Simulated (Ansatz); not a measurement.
**Ba (sc type) under strong compression**

```xyz
1
Lattice="3.9549 0.0000 0.0000 0.0000 3.9549 0.0000 0.0000 0.0000 3.9549" Properties=species:S:1:pos:R:3 pbc="T T T"
Ba    0.0000    0.0000    0.0000
```

The cell comes from a relaxation on PAW files under the same functional, begun from a prototype that needn't be the stable phase.

Its volume is scaled at fixed shape and fractional positions.

Computed with Ansatz 0.2.0; functional PBE, scalar-relativistic. Settings: a Γ-centred 9×9×9 k mesh, Fermi–Dirac smearing of 0.08 eV, no spin polarisation. Methods: LAPW: all electrons, basis error target 1 meV/atom; PAW: frozen-core files, cutoff 420 eV; crystal datasets: all electrons, by PAW datasets that the program makes for each cell; norm-conserving: pseudopotentials, cutoff 770 eV; PAW (partial waves polarizable): frozen-core files, cutoff 420 eV.

Energies are extrapolated to zero smearing and count from the unscaled cell; pressure is positive in compression; gaps take the mesh and a band path. No temperature or zero-point motion is included.

Spin–orbit coupling is left out, which matters for the heavy atoms. The structure type is held throughout; the real material can change phase at far lower pressure.

```json
{"V/V0": "1.00", "V (Å³/atom)": "61.86", "P LAPW (GPa)": "-0.01", "ΔE LAPW (eV/atom)": "0.000", "P PAW − LAPW (GPa)": "0.00", "ΔE PAW − LAPW (meV/atom)": "0.0"}
{"V/V0": "0.88", "V (Å³/atom)": "54.44", "P LAPW (GPa)": "?", "ΔE LAPW (eV/atom)": "0.024", "P PAW − LAPW (GPa)": "0.00", "ΔE PAW − LAPW (meV/atom)": "0.0"}
{"V/V0": "0.78", "V (Å³/atom)": "48.25", "P LAPW (GPa)": "2.66", "ΔE LAPW (eV/atom)": "0.097", "P PAW − LAPW (GPa)": "0.00", "ΔE PAW − LAPW (meV/atom)": "0.0"}
{"V/V0": "0.68", "V (Å³/atom)": "42.06", "P LAPW (GPa)": "5.08", "ΔE LAPW (eV/atom)": "0.244", "P PAW − LAPW (GPa)": "0.00", "ΔE PAW − LAPW (meV/atom)": "-0.1"}
{"V/V0": "0.58", "V (Å³/atom)": "35.88", "P LAPW (GPa)": "8.73", "ΔE LAPW (eV/atom)": "?", "P PAW − LAPW (GPa)": "-0.01", "ΔE PAW − LAPW (meV/atom)": "-0.3"}
{"V/V0": "0.50", "V (Å³/atom)": "30.93", "P LAPW (GPa)": "14.55", "ΔE LAPW (eV/atom)": "0.849", "P PAW − LAPW (GPa)": "-0.01", "ΔE PAW − LAPW (meV/atom)": "-0.6"}
{"V/V0": "0.43", "V (Å³/atom)": "26.60", "P LAPW (GPa)": "25.6", "ΔE LAPW (eV/atom)": "1.374", "P PAW − LAPW (GPa)": "-0.01", "ΔE PAW − LAPW (meV/atom)": "-0.7"}
```

(1) Give the missing entry: row "0.58", column "ΔE LAPW (eV/atom)".

(2) What belongs in the row "0.88", column "P LAPW (GPa)"?

(3) From the table, what is the rise of the enthalpy H = E + pV up to the last row, and how stiff is the crystal between the last two rows?

(4) At the smallest volume, how far do crystal datasets and norm-conserving and PAW (partial waves polarizable) lie from LAPW in pressure?

## Answers

(1) 0.511.

(2) 1.15.

(3) ΔH = 1.374 eV + (25.6 GPa × 26.60 Å³ + 0.01 GPa × 61.86 Å³) × 0.006242 eV/(GPa·Å³) = 5.63 eV/atom, of which pV makes 76 %. The mean bulk modulus there is −ΔP/Δln V = 73.3 GPa.

(4) crystal datasets: 0.00 GPa; norm-conserving: -0.02 GPa; PAW (partial waves polarizable): -0.01 GPa, on a LAPW pressure of 25.6 GPa.
